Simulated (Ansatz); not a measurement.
# Co: single point with PBE

The system is Co.

```
Co
1.0
     2.47200    0.00000    0.00000
    -1.23600    2.14081    0.00000
     0.00000    0.00000    4.02114
Co
2
Cartesian
  1.2360 0.7136 3.0159
  0.0000 1.4272 1.0053
```

- Program: Ansatz 0.2.0
- Task: single point
- Functional: PBE
- Potentials or basis: Ansatz PAW
- Cutoff: 420 eV (not typed: the program's choice for these potentials)
- k mesh: 12 × 12 × 7
- Occupations: gaussian, width 0.012 eV
- Spin: collinear spin, ferromagnetic start
- Starting moments: [2.0, 2.0] μB

* Pressure: 4.7 GPa
* Band gap on the k mesh: none (metal or under the smearing width)
* Net moment: 3.22 μB per cell
* Absolute moment: 3.53 μB per cell
* Site moments: Co +1.68 μB

Stress tensor (GPa, compression positive):
```
5.91 0.00 0.00
0.00 5.91 0.00
0.00 0.00 2.42
```

Levels at points of the mesh, in eV from the Fermi level:
Spin up:
```csv
k point,band 15,band 16,band 17,band 18,band 19,band 20,band 21,band 22,band 23
"(0.00, 0.00, 0.00)",-2.31,-1.92,-1.92,-0.79,-0.79,-0.25,6.39,22.00,24.65
"(0.00, -0.50, 0.00)",-2.23,-0.64,-0.57,-0.49,1.34,3.39,9.70,10.36,12.79
```
Spin down:
| k point | band 12 | band 13 | band 14 | band 15 | band 16 | band 17 | band 18 | band 19 |
| --- | --- | --- | --- | --- | --- | --- | --- | --- |
| (0.00, 0.00, 0.00) | -0.98 | -0.98 | -0.60 | -0.60 | -0.31 | -0.14 | -0.14 | 1.10 |
| (0.00, -0.50, 0.00) | -1.93 | -1.13 | -1.09 | -0.65 | 1.27 | 1.37 | 1.43 | 2.62 |

Run time: 5.9 s on 2 threads of Intel(R) Xeon(R) Processor @ 2.70GHz (shared host), peak memory 0.38 GiB.
